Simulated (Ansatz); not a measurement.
## How far is PAW off for SnO?

```xyz
2
Lattice="0.0000 2.5590 2.5590 2.5590 0.0000 2.5590 2.5590 2.5590 0.0000" Properties=species:S:1:pos:R:3 pbc="T T T"
Sn    0.0000    0.0000    0.0000
O     2.5590    2.5590    2.5590
```

Atoms are numbered in the order listed.

The cell was built from the rocksalt type and relaxed in the same program, and has space group Fm-3m; it needn't be a known or the stable phase.

Spin–orbit coupling is left out, though it moves levels of the heavy atoms by tenths of an eV or more.

All numbers are computed: DFT, PBE, PAW with Ansatz's default frozen-core files, scalar-relativistic (Ansatz 0.2.0); DFT, PBE, all-electron PAW with datasets made for the crystal, scalar-relativistic (Ansatz 0.2.0); DFT, PBE, all-electron LAPW, scalar-relativistic (Ansatz 0.2.0).

For PAW: a Γ-centred 14×14×14 k mesh, Fermi–Dirac smearing of 0.03 eV, cutoff 420 eV, no spin polarisation. The crystal-made all-electron datasets (AE datasets) take a cutoff of 280 eV at this cell. LAPW targets a basis error of 1 meV/atom. The Ansatz runs share mesh, smearing and spin set-up. Plane-wave (PAW) pressures include the program's estimate of the Pulay term.

Stress and pressure are positive in compression.

Levels count from the top of the valence band.

```json
{"quantity": "pressure (GPa)", "PAW": "0.01", "AE datasets": "0.04", "LAPW": "0.04"}
{"quantity": "band gap (eV)", "PAW": "0.122", "AE datasets": "0.122", "LAPW": "0.122"}
{"quantity": "highest filled level at K (eV)", "PAW": "-2.102", "AE datasets": "-2.102", "LAPW": "-2.102"}
{"quantity": "lowest empty level at K (eV)", "PAW": "2.710", "AE datasets": "2.709", "LAPW": "2.709"}
{"quantity": "highest filled level at U (eV)", "PAW": "-2.102", "AE datasets": "-2.102", "LAPW": "-2.102"}
{"quantity": "lowest empty level at U (eV)", "PAW": "2.710", "AE datasets": "2.709", "LAPW": "2.709"}
{"quantity": "highest filled level at Γ (eV)", "PAW": "-3.223", "AE datasets": "-3.223", "LAPW": "-3.223"}
{"quantity": "lowest empty level at Γ (eV)", "PAW": "7.492", "AE datasets": "7.494", "LAPW": "7.493"}
```
